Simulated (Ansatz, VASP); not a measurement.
# One calculation of Zr, two programs

Contents of INCAR:

```
ALGO = Normal
EDIFF = 1E-7
ENCUT = 520
GGA = PE
ISIF = 2
ISMEAR = -1
LASPH = T
LCHARG = T
LELF = T
LREAL = F
LVHAR = T
LWAVE = F
NBANDS = 19
NELM = 100
PREC = Accurate
SIGMA = 0.08
```

Contents of KPOINTS:

```
k-points
0
Gamma
  15 15 8
```

File POSCAR:

```
Zr
1.0
    1.6155496480     -2.7982140724      0.0000000000
    1.6155496480      2.7982140725      0.0000000000
    0.0000000000      0.0000000000      5.1751358134
Zr
2
Direct
    0.6666666670      0.3333333330      0.2500000000
    0.3333333330      0.6666666670      0.7500000000
```

Input for Ansatz:

```yaml
crystal:
  lattice:
    - [1.615549648, -2.7982140724, 0.0]
    - [1.615549648, 2.7982140725, 0.0]
    - [0.0, 0.0, 5.1751358134]
  atoms:
    - { symbol: Zr, position: [0.666666667, 0.333333333, 0.25] }
    - { symbol: Zr, position: [0.333333333, 0.666666667, 0.75] }
kpoints:
  mp_grid: { grid: [15, 15, 8] }
scf:
  occupations: { method: fermi_dirac, width: 0.08 }
hamiltonian:
  xc: pbe
  pseudopotentials: { kind: all_electron, lapw: { basis_error: 0.001 } }
output:
  forces: true
  stress: true
  eigenvalues: true
```

Alike in both runs: task single point; functional PBE; k mesh 15 × 15 × 8; occupations fermi-dirac, width 0.08 eV; no spin polarisation.

```csv
,VASP,Ansatz
version,VASP 6.6.1,Ansatz 0.2.0
potentials or method,"VASP PAW PBE potentials, release 64 (Zr_sv)","all-electron LAPW, scalar-relativistic"
plane-wave cutoff (eV),520,see its input
```

```tsv
	VASP	Ansatz	Ansatz less VASP
pressure (GPa)	0.0	0.0	+0.01
```

Ansatz ran all-electron here, so the differences hold the error of VASP's frozen core and of both bases.
